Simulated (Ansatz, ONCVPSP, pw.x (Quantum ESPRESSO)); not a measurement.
What a changed setting does to a pw.x run (fcc Te)

Potential: optimised norm-conserving Vanderbilt (ONCV), ONCVPSP 4.0.1.1 (patched build), PBE; core [Ar] 3d10, reference 4s2 4p6 4d10 5s2 5p4; waves: 4s+5s: rc 1.35 bohr, ncon 5, nbas 9, qcut 9.8 1/bohr, 2 projectors; 4p+5p: rc 1.45 bohr, ncon 3, nbas 8, qcut 10.8 1/bohr, 2 projectors; 4d: rc 1.15 bohr, ncon 4, nbas 8, qcut 10.8 1/bohr, 2 projectors, debl 2.9 Ha; local part: polynomial inside 1.10 bohr (lpopt 4, dvloc0 6 Ha); core correction: none.

The reference run (k-mesh 12³, cutoffs 135/540 Ry, Fermi–Dirac 0.01 Ry, mixing_beta 0.4, conv_thr 1e-9, no spin) gives 0.33 GPa at 28.359 Å³/atom, where all-electron LAPW gives 0.13 GPa. This run, with its own iteration cap, changes mixing_beta to 0.05.

```
&control
  calculation='scf', prefix='x', pseudo_dir='./', outdir='./tmp', tstress=.true., disk_io='none'
/
&system
  ibrav=0, nat=1, ntyp=1, ecutwfc=135, ecutrho=540, nbnd=21,
  occupations='smearing', smearing='fd', degauss=0.01
/
&electrons
  conv_thr=1e-09, mixing_beta=0.05, electron_maxstep=60
/
ATOMIC_SPECIES
Te 1.0 Te.UPF
CELL_PARAMETERS angstrom
  0.00000000 2.42039904 2.42039904
  2.42039904 0.00000000 2.42039904
  2.42039904 2.42039904 0.00000000
ATOMIC_POSITIONS crystal
Te 0.0000 0.0000 0.0000
K_POINTS automatic
12 12 12 0 0 0
```

```bash
pw.x < Te.scf.in > Te.scf.out
```

**Question.** How does the run end?

**Answer.** It converges in 10 iterations; the free energy moves by +0.0 meV/atom and the pressure by -0.01 GPa. The result is that of the reference run.

```
Message from routine setup:
     using ibrav=0 with symmetry is DISCOURAGED, use correct ibrav instead
     lattice parameter (alat)  =       6.4685  a.u.
     unit-cell volume          =     191.3760 (a.u.)^3
     number of electrons       =        24.00
     number of Kohn-Sham states=           21
     kinetic-energy cutoff     =     135.0000  Ry
     charge density cutoff     =     540.0000  Ry
     scf convergence threshold =      1.0E-09
     Exchange-correlation= PBE
     number of k points=    72  Fermi-Dirac smearing, width (Ry)=  0.0100
     iteration #  1     ecut=   135.00 Ry     beta= 0.05
     total energy              =    -536.86583522 Ry
     estimated scf accuracy    <       0.00173171 Ry
     iteration #  2     ecut=   135.00 Ry     beta= 0.05
     total energy              =    -536.86537067 Ry
     estimated scf accuracy    <       0.00150242 Ry
     iteration #  3     ecut=   135.00 Ry     beta= 0.05
     total energy              =    -536.86557391 Ry
     estimated scf accuracy    <       0.00007589 Ry
     [... 4 iterations left out ...]
     iteration #  8     ecut=   135.00 Ry     beta= 0.05
     total energy              =    -536.86556555 Ry
     estimated scf accuracy    <          8.4E-09 Ry
     iteration #  9     ecut=   135.00 Ry     beta= 0.05
     total energy              =    -536.86556554 Ry
     estimated scf accuracy    <       0.00000002 Ry
     iteration # 10     ecut=   135.00 Ry     beta= 0.05
     the Fermi energy is    12.9695 ev
!    total energy              =    -536.86556555 Ry
     estimated scf accuracy    <          1.6E-10 Ry
     smearing contrib. (-TS)   =      -0.00432224 Ry
     The total energy is F=E-TS. E is the sum of the following terms:
     one-electron contribution =    -388.92573462 Ry
     hartree contribution      =     181.80781841 Ry
     xc contribution           =     -41.05254033 Ry
     ewald contribution        =    -288.69078676 Ry
     convergence has been achieved in  10 iterations
          total   stress  (Ry/bohr**3)                   (kbar)     P=        3.18
     Message from routine punch:
     Nothing written, as per user request (disk_io='none')
```

The run took about 98 s on one core of a shared host (Neoverse-V2, 96 threads, 742 GiB, load 46).
